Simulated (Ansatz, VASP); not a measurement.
AlN: VASP beside Ansatz

```
Al N
1.0
     3.34098    0.00000    0.00000
    -1.67049    2.89337    0.00000
     0.00000    0.00000    4.22235
Al N
2 2
Direct
  0.33333 0.66667 0.75000
  0.66667 0.33333 0.25000
  0.33333 0.66667 0.25000
  0.66667 0.33333 0.75000
```

Change from the starting cell: mode 4 frozen in at +0.000 Å, equal normal strain along x, y and z +0.0083.

Alike in both runs: task single point; functional PBE; k mesh 9 × 9 × 6; occupations gaussian, width 0.05 eV; no spin polarisation.

|  | VASP | Ansatz |
| --- | --- | --- |
| version | VASP 6.6.1 | Ansatz 0.2.0 |
| potentials or method | VASP PAW PBE potentials, release 64 (Al, N) | scalar-relativistic, plane waves, PAW |
| plane-wave cutoff (eV) | 520 | 520 |
| valence electrons in the cell | 16 | 16 |

```tsv
	VASP	Ansatz	Ansatz less VASP
gap on the k mesh at the Fermi level (eV)	3.08	3.07	-0.008
least direct gap on the mesh (eV)	3.08	3.07	-0.008
pressure (GPa)	-5.1	-4.9	+0.15
largest component of the traceless stress (GPa)	0.73	0.63	-0.103
```
